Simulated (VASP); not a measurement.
SnO2:

```
Sn O
1.0
    -2.00007    2.00007    5.12368
     2.00007   -2.00007    5.12368
     2.00007    2.00007   -5.12368
Sn O
2 4
Direct
  0.00000 0.00000 0.00000
  0.75000 0.25000 0.50000
  0.54652 0.04652 0.50000
  0.20348 0.20348 0.00000
  0.95348 0.45348 0.50000
  0.79652 0.79652 0.00000
```

Measurements of this composition are mostly on another form, of space group No. 136.

| Quantity | Value |
| --- | --- |
| Program | VASP 6.6.1 |
| Task | relaxation of cell and atoms |
| Functional | PBE |
| Potentials or basis | VASP PAW PBE potentials, release 64 (Sn, O) |
| Cutoff | 580 eV |
| k mesh | 9 × 9 × 9 |
| Occupations | fermi-dirac, width 0.05 eV |
| Spin | no spin polarisation |

At the start: pressure 6.1 GPa; volume 13.66 Å³/atom.

Question: How do energy, volume and symmetry change on relaxing?

Answer: Over 7 steps the energy falls by 9.2 meV/atom and the volume is 14.18 Å³/atom (+3.8 %); space group I4_1/amd (No. 141, to 0.05 Å).

The path:
| step | energy change (eV) | largest force (eV/Å) | pressure (GPa) | volume (Å³) |
| --- | --- | --- | --- | --- |
| 1 | 0.0000 | 0.0556 | 6.07 | 81.98 |
| 2 | 0.0167 | 0.3734 | -5.98 | 88.28 |
| 3 | -0.0516 | 0.1537 | 0.00 | 84.82 |
| 4 | -0.0552 | 0.0062 | 0.01 | 85.03 |
| 5 | -0.0552 | 0.0149 | 0.01 | 85.02 |
| 6 | -0.0553 | 0.0114 | 0.00 | 85.03 |
| 7 | -0.0554 | 0.0036 | -0.02 | 85.07 |

Final structure:
```
Sn O
1.0
    -2.02800    2.02800    5.17119
     2.02800   -2.02800    5.17119
     2.02800    2.02800   -5.17119
Sn O
2 4
Cartesian
  0.0000 0.0000 0.0000
  0.0000 2.0280 2.5856
  0.0000 2.0280 0.4889
  0.0000 0.0000 2.0967
  0.0000 2.0280 4.6823
  0.0000 0.0000 8.2456
```
